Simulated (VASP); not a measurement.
# MoS2 (P6_3/mmc) in VASP: further runs

Runs on MoS2. Level: r2SCAN. Tasks: relaxation of cell and atoms.

All numbers are computed with VASP 6.6.1; they aren't measurements. Logs are shortened: lines on timing, memory, paths and dates and some standing lists are left out, and cuts for length are marked.

## 1. The structure

It takes space group P6_3/mmc (No. 194, hexagonal). Conventional cell: a = 3.169 Å, b = 3.169 Å, c = 12.324 Å, α = 90.00°, β = 90.00°, γ = 120.00°. Mo (site symmetry -6m2) is surrounded by 6 S at 2.41 Å. S (site symmetry 3m) is surrounded by 3 Mo at 2.41 Å.

## 2. Relaxation of cell and atoms, r2SCAN, target pressure 13.7 GPa, at which the enthalpy is minimised

File INCAR:

```
SYSTEM = MoS2
PREC = Accurate ; ENCUT = 600
EDIFF = 1E-6 ; ISMEAR = 0
SIGMA = 0.03 ; LREAL = .FALSE.
LASPH = .TRUE. ; NELM = 80
ALGO = Normal ; ISIF = 3
LWAVE = .FALSE. ; LCHARG = .FALSE.
METAGGA = R2SCAN ; LMIXTAU = .TRUE.
IBRION = 2 ; NSW = 90
EDIFFG = -0.01 ; PSTRESS = 137.0
KPAR = 2
```

File KPOINTS:

```
Automatic mesh
0
G
  12 12 3
  0 0 0
```

File POSCAR:

```
MoS2
1.0
    3.1690000000      0.0000000000      0.0000000000
   -1.5845000000      2.7444345046      0.0000000000
    0.0000000000      0.0000000000     12.3240000000
Mo S
2 4
Direct
    0.3333333333      0.6666666667      0.2500000000
    0.6666666667      0.3333333333      0.7500000000
    0.3333333333      0.6666666667      0.6230000000
    0.6666666667      0.3333333333      0.1230000000
    0.3333333333      0.6666666667      0.8770000000
    0.6666666667      0.3333333333      0.3770000000
```

Potentials or basis: VASP PAW PBE potentials, release 64 (Mo_sv, S).

Launch:

```bash
> cat potpaw_PBE.64/Mo_sv/POTCAR potpaw_PBE.64/S/POTCAR > POTCAR
> mpirun -np 2 vasp_std > vasp.out
```

OUTCAR:

```text
SYSTEM = MoS2
   PREC = Accurate
   ENCUT = 600
   EDIFF = 1E-6
   ISMEAR = 0
   LREAL = .FALSE.
   LASPH = .TRUE.
   NELM = 80
   ISIF = 3
   METAGGA = R2SCAN
   IBRION = 2
   NSW = 90
   EDIFFG = -0.01
   PSTRESS = 137.0

 ion  position               nearest neighbor table
   1  0.333  0.667  0.250-   4 2.41   6 2.41   4 2.41   6 2.41   4 2.41   6 2.41
   2  0.667  0.333  0.750-   3 2.41   5 2.41   3 2.41   5 2.41   3 2.41   5 2.41
   3  0.333  0.667  0.623-   2 2.41   2 2.41   2 2.41
   4  0.667  0.333  0.123-   1 2.41   1 2.41   1 2.41
   5  0.333  0.667  0.877-   2 2.41   2 2.41   2 2.41
   6  0.667  0.333  0.377-   1 2.41   1 2.41   1 2.41

  LATTYP: Found a hexagonal cell.
 ALAT       =     3.1690000000
 C/A-ratio  =     3.8889239508

  Lattice vectors:

 A1 = (   3.1690000000,   0.0000000000,   0.0000000000)
 A2 = (  -1.5845000000,   2.7444345046,   0.0000000000)
 A3 = (   0.0000000000,   0.0000000000,  12.3240000000)

Analysis of symmetry for initial positions (statically):
=====================================================================
 Subroutine PRICEL returns:
 Original cell was already a primitive cell.

 Routine SETGRP: Setting up the symmetry group for a
 hexagonal supercell.

 Subroutine GETGRP returns: Found 24 space group operations
 (whereof 12 operations were pure point group operations)
 out of a pool of 24 trial point group operations.

The static configuration has the point symmetry D_3d.
 The point group associated with its full space group is D_6h.

Analysis of symmetry for dynamics (positions and initial velocities):
=====================================================================
 Subroutine PRICEL returns:
 Original cell was already a primitive cell.

 Routine SETGRP: Setting up the symmetry group for a
 hexagonal supercell.

 Subroutine GETGRP returns: Found 24 space group operations
 (whereof 12 operations were pure point group operations)
 out of a pool of 24 trial point group operations.

The dynamic configuration has the point symmetry D_3d.
 The point group associated with its full space group is D_6h.

 Subroutine INISYM returns: Found 24 space group operations
 (whereof 12 operations are pure point group operations),
 and found     1 'primitive' translations

----------------------------------------------------------------------------------------

                                     Primitive cell

  volume of cell :     107.1832

  direct lattice vectors                    reciprocal lattice vectors
     3.169000000  0.000000000  0.000000000     0.315556958  0.182186895  0.000000000
    -1.584500000  2.744434505  0.000000000     0.000000000  0.364373789  0.000000000
     0.000000000  0.000000000 12.324000000     0.000000000  0.000000000  0.081142486

  length of vectors
     3.169000000  3.169000000 12.324000000     0.364373789  0.364373789  0.081142486

  position of ions in fractional coordinates (direct lattice)
     0.333333333  0.666666667  0.250000000
     0.666666667  0.333333333  0.750000000
     0.333333333  0.666666667  0.623000000
     0.666666667  0.333333333  0.123000000
     0.333333333  0.666666667  0.877000000
     0.666666667  0.333333333  0.377000000

  ion indices of the primitive-cell ions
   primitive index   ion index
                 1           1
                 2           2
                 3           3
                 4           4
                 5           5
                 6           6

----------------------------------------------------------------------------------------

 KPOINTS: Automatic mesh

Automatic generation of k-mesh.
 Grid dimensions read from file:
 generate k-points for:   12   12    3

 Generating k-lattice:

  Cartesian coordinates                     Fractional coordinates (reciprocal lattice)
     0.026296413  0.015182241  0.000000000     0.083333333  0.000000000  0.000000000
     0.000000000  0.030364482  0.000000000     0.000000000  0.083333333  0.000000000
     0.000000000  0.000000000  0.027047495     0.000000000  0.000000000  0.333333333

  Length of vectors
     0.030364482  0.030364482  0.027047495

  Shift w.r.t. Gamma in fractional coordinates (k-lattice)
     0.000000000  0.000000000  0.000000000

 Subroutine IBZKPT returns following result:
 ===========================================

 Found     38 irreducible k-points:

 Following reciprocal coordinates:
            Coordinates               Weight
  0.000000  0.000000  0.000000      1.000000
  0.083333  0.000000  0.000000      6.000000
  0.166667 -0.000000  0.000000      6.000000
  0.250000 -0.000000  0.000000      6.000000
  0.333333 -0.000000  0.000000      6.000000
  0.416667 -0.000000  0.000000      6.000000
[... 16 lines left out ...]
  0.250000 -0.000000  0.333333     12.000000
  0.333333 -0.000000  0.333333     12.000000
 [... further k-points ...]
   k-points           NKPTS =     38   k-points in BZ     NKDIM =     38   number of bands    NBANDS=     31
   number of dos      NEDOS =    301   number of ions     NIONS =      6
   total plane-waves  NPLWV =  76832
   dimension x,y,z NGX =    28 NGY =   28 NGZ =   98
   dimension x,y,z NGXF=    56 NGYF=   56 NGZF=  196
   ions per type =               2   4
   NGX,Y,Z   is equivalent  to a cutoff of  14.69, 14.69, 13.22 a.u.
   NGXF,Y,Z  is equivalent  to a cutoff of  29.38, 29.38, 26.44 a.u.
 SYSTEM =  MoS2
   PREC   = accura    normal or accurate (medium, high low for compatibility)
   ISTART =      0    job   : 0-new  1-cont  2-samecut
   ICHARG =      2    charge: 1-file 2-atom 10-const
   ISPIN  =      1    spin polarized calculation?
   LNONCOLLINEAR =      F non collinear calculations
   LSORBIT =      F    spin-orbit coupling
   LASPH  =      T    aspherical Exc in radial PAW
   ENCUT  =  600.0 eV  44.10 Ry    6.64 a.u.   6.33  6.33 24.61*2*pi/ulx,y,z
   NELM   =     80;   NELMIN=  2; NELMDL= -5     # of ELM steps
   EDIFF  = 0.1E-05   stopping-criterion for ELM
   LREAL  =      F    real-space projection
   EDIFFG = -.1E-01   stopping-criterion for IOM
   NSW    =     90    number of steps for IOM
   IBRION =      2    ionic relax: 0-MD 1-quasi-New 2-CG
   NFREE  =      1    steps in history (QN), initial steepest desc. (CG)
   ISIF   =      3    stress and relaxation
   ISYM   =      2    0-nonsym 1-usesym 2-fastsym
   POTIM  = 0.5000    time-step for ionic-motion
   TEBEG  =    0.0;   TEEND  =   0.0 temperature during run
   PSTRESS=  137.0 pullay stress
   NELECT =      52.0000    total number of electrons
   NUPDOWN=      -1.0000    fix difference up-down
   EMIN   =  10.00;   EMAX   =-10.00  energy-range for DOS
   EFERMI =   0.00;   METHOD = LEGACY
   ISMEAR =     0;   SIGMA  =   0.03  broadening in eV -4-tet -1-fermi 0-gaus
   EFERMI_NEDOS =   21; number of points for ismear=-14 and -15
   IALGO  =     38    algorithm
   IMIX   =      4    mixing-type and parameters
     AMIX     =   0.40;   BMIX     =  1.00
     AMIX_MAG =   1.60;   BMIX_MAG =  1.00
  volume/ion in A,a.u.               =      17.86       120.55
  Fermi-wavevector in a.u.,A,eV,Ry     =   1.286373  2.430893 22.514325  1.654756
  Thomas-Fermi vector in A             =   2.418452
   LORBIT       =      0    0 simple, 1 ext, 2 COOP (PROOUT), +10 PAW based schemes
   METAGGA = R2SCAN    functional components
   LHFCALC =     F    Hartree Fock is set to
   AEXX    =    0.0000 exact exchange contribution
   IVDW    =     0    specifies the selected vdW correction
   LEPSILON=     F    determine dielectric tensor
   LRPA    =     F    only Hartree local field effects (RPA)
 conjugate gradient relaxation of ions
 non-spin polarized calculation
 Gauss-broadening in eV      SIGMA  =   0.03
  energy-cutoff  :      600.00
  volume of cell :      107.18
 maximum number of plane-waves:      3603
 NGX is ok and might be reduce to    28
   NGX = 13   NGY = 13   NGZ = 49

--------------------------------------- Ionic step        1  -------------------------------------------

 number of electron      52.0000000 magnetization

 Free energy of the ion-electron system (eV)
  ---------------------------------------------------
  ext. energy  EPLUGINS =         0.00000000
  ---------------------------------------------------
  free energy    TOTEN  =       -90.04024292 eV

  energy without entropy =      -90.04024292  energy(sigma->0) =      -90.04024292

------------------------ aborting loop because EDIFF is reached ----------------------------------------

  FORCE on cell =-STRESS in cart. coord.  units (eV):
  Direction    XX          YY          ZZ          XY          YZ          ZX
  --------------------------------------------------------------------------------------
  -------------------------------------------------------------------------------------
  Total        0.8318549      0.8318549     -0.0283560      0.0000000      0.0000000      0.0000000
  in kB       12.4345874     12.4345874     -0.4238658      0.0000000      0.0000000      0.0000000
  external PRESSURE =    -128.8515637 kB  Pullay stress =     137.0000000 kB
[... 29 lines left out ...]
--------------------------------------- Ionic step        2  -------------------------------------------

 number of electron      52.0000000 magnetization

 E-fermi :  11.0436     XC(G=0): -12.6915

 val. band max:       10.8364980869   @ k =   0.0000   0.0000   0.0000
 cond. band min:      11.5502081535   @ k =   0.1667   0.1667   0.0000
 fundamental gap:      0.7137100666
 Fermi energy:        11.0436429285

 k-point     1 :       0.0000    0.0000    0.0000
  band No.  band energies     occupation
      1     -52.9112      2.00000
      2     -52.9112      2.00000
      3     -26.6399      2.00000
      4     -26.6393      2.00000
      5     -26.0490      2.00000
      6     -26.0490      2.00000
[... 886 lines left out ...]
  energy  without entropy=      -89.7746256937  energy(sigma->0) =      -89.77462569

  enthalpy is  TOTEN    =       -81.1738303536 eV   P V=        8.6007953401

[... ionic steps 4 to 10 ...]

--------------------------------------- Ionic step       11  -------------------------------------------

 number of electron      52.0000003 magnetization

------------------------ aborting loop because EDIFF is reached ----------------------------------------
[... 79 lines left out ...]
--------------------------------------- Ionic step       13  -------------------------------------------

 number of electron      52.0000002 magnetization

 Free energy of the ion-electron system (eV)
  ---------------------------------------------------
  ext. energy  EPLUGINS =         0.00000000
  ---------------------------------------------------
  free energy    TOTEN  =       -89.48374426 eV

  energy without entropy =      -89.48374426  energy(sigma->0) =      -89.48374426

 E-fermi :   9.7183     XC(G=0): -12.3674

 val. band max:        9.5393629010   @ k =   0.0000   0.0000   0.0000
 cond. band min:      10.0331551421   @ k =   0.1667   0.1667   0.0000
 fundamental gap:      0.4937922411
 Fermi energy:         9.7182994710

 k-point     1 :       0.0000    0.0000    0.0000
  band No.  band energies     occupation
      1     -54.1955      2.00000
      2     -54.1955      2.00000
      3     -27.6876      2.00000
      4     -27.6871      2.00000
      5     -27.3567      2.00000
      6     -27.3567      2.00000
[... 844 lines left out ...]
  energy  without entropy=      -89.4837442556  energy(sigma->0) =      -89.48374426

  enthalpy is  TOTEN    =       -81.4500939453 eV   P V=        8.0336503104

 reached required accuracy - stopping structural energy minimisation
```

Wall time 80 min (2 MPI ranks of Intel Xeon Platinum 8259CL at 2.50GHz (Skylake/Cascade Lake), shared host); peak memory 0.38 GiB.

What came out:

```
Free energy                                            : -89.4837 eV
Relaxed volume                                         : 15.66 Å³/atom
Relaxed cell                                           : a = 3.089 Å, b = 3.089 Å, c = 11.370 Å, α = 90.00°, β = 90.00°, γ = 120.00°
Space group after relaxing (to 0.05 Å)                 : P6_3/mmc (No. 194)
Energy change on relaxing (the enthalpy is what falls) : +92.7 meV/atom
Ionic steps                                            : 13
Pressure after relaxing                                : 13.7 GPa
Band gap on the k mesh                                 : 0.49 eV, indirect (least direct gap 1.95 eV)
```

Step by step:
| step | energy change (eV) | largest force (eV/Å) | pressure (GPa) | volume (Å³) |
| --- | --- | --- | --- | --- |
| 1 | 0.0000 | 0.2397 | 0.81 | 107.18 |
| 2 | 3.1795 | 4.9077 | 56.29 | 86.40 |
| 3 | 0.2656 | 0.9678 | 12.56 | 100.58 |
| 4 | 0.2902 | 1.0300 | 13.19 | 100.29 |
| 5 | 0.3767 | 0.5002 | 13.52 | 97.74 |
| 6 | 0.5290 | 0.0490 | 14.03 | 95.57 |
| 7 | 0.5625 | 0.0183 | 14.22 | 94.12 |
| 8 | 0.6190 | 0.0763 | 14.53 | 93.27 |
| 9 | 0.6235 | 0.0811 | 14.56 | 93.21 |
| 10 | 0.5251 | 0.0954 | 12.72 | 94.33 |
| 11 | 0.5538 | 0.0909 | 13.27 | 93.99 |
| 12 | 0.5616 | 0.1042 | 14.23 | 93.90 |
| 13 | 0.5565 | 0.0012 | 13.71 | 93.95 |

Final structure:
```
Mo S
1.0
     3.08890    0.00000    0.00000
    -1.54445    2.67507    0.00000
     0.00000    0.00000   11.37007
Mo S
2 4
Direct
  0.33333 0.66667 0.25000
  0.66667 0.33333 0.75000
  0.33333 0.66667 0.61299
  0.66667 0.33333 0.11299
  0.33333 0.66667 0.88701
  0.66667 0.33333 0.38701
```

Caveat: the cell is relaxed towards a set pressure, so the enthalpy falls and the energy may rise; the PAW data sets were made with another functional, which shifts forces and pressure a little; an odd mesh through Γ misses points on the zone boundary, where band edges often lie.

## 3. Relaxation of cell and atoms, r2SCAN, target pressure 13.7 GPa, at which the enthalpy is minimised

This run uses another cell than the first one, of 15.66 Å³/atom, 0.877 times its volume.

File INCAR:

```
SYSTEM = MoS2
PREC = Accurate ; ENCUT = 600
EDIFF = 1E-7 ; ISMEAR = 0
SIGMA = 0.03 ; LREAL = .FALSE.
LASPH = .TRUE. ; NELM = 80
ALGO = Normal ; ISIF = 3
LWAVE = .FALSE. ; LCHARG = .FALSE.
METAGGA = R2SCAN ; LMIXTAU = .TRUE.
IBRION = 2 ; NSW = 90
EDIFFG = -0.005 ; PSTRESS = 137.0
KPAR = 2
```

KPOINTS is that of step 2.

File POSCAR:

```
MoS2                                    
1.0
    3.0889047300      0.0000000000      0.0000000000
   -1.5444523650      2.6750699661      0.0000000000
   -0.0000000000      0.0000000000     11.3700737035
  Mo              S             
     2     4
Direct
     0.3333333332999970    0.6666666667000030    0.2500000000000000
     0.6666666667000030    0.3333333332999970    0.7500000000000000
     0.3333333332999970    0.6666666667000030    0.6129863841982438
     0.6666666667000030    0.3333333332999970    0.1129863841982438
     0.3333333332999970    0.6666666667000030    0.8870136158017562
     0.6666666667000030    0.3333333332999970    0.3870136158017562
```

Potentials or basis: VASP PAW PBE potentials, release 64 (Mo_sv, S).

Launch:

```bash
> cat potpaw_PBE.64/Mo_sv/POTCAR potpaw_PBE.64/S/POTCAR > POTCAR
> mpirun -np 2 vasp_std > vasp.out
```

Wall time 9.6 min (2 MPI ranks of Intel Xeon Platinum 8259CL at 2.50GHz (Skylake/Cascade Lake), shared host); peak memory 0.35 GiB.

Results (log left out):

```yaml
Free_energy: -89.4807 eV
Pressure_after_relaxing: 13.7 GPa
Band_gap_on_the_k_mesh: 0.49 eV, indirect (least direct gap 1.95 eV)
```

Final structure:
```
Mo S
1.0
     3.08890    0.00000    0.00000
    -1.54445    2.67507    0.00000
     0.00000    0.00000   11.37007
Mo S
2 4
Direct
  0.33333 0.66667 0.25000
  0.66667 0.33333 0.75000
  0.33333 0.66667 0.61299
  0.66667 0.33333 0.11299
  0.33333 0.66667 0.88701
  0.66667 0.33333 0.38701
```

Levels at points of the mesh, in eV from the valence-band top:
| k point | band 24 | band 25 | band 26 | band 27 | band 28 | band 29 |
| --- | --- | --- | --- | --- | --- | --- |
| (0.00, 0.00, 0.00) | -1.81 | -0.91 | 0.00 | 2.05 | 2.05 | 2.06 |
| (0.50, 0.00, 0.00) | -1.99 | -1.78 | -1.71 | 1.62 | 1.73 | 1.94 |

Caveat: the relaxation stopped at its first step, so nothing moved; the cell is relaxed towards a set pressure, so the enthalpy falls and the energy may rise; the PAW data sets were made with another functional, which shifts forces and pressure a little; an odd mesh through Γ misses points on the zone boundary, where band edges often lie. r2SCAN opens gaps a little over a GGA but as a rule still falls short of measured ones.
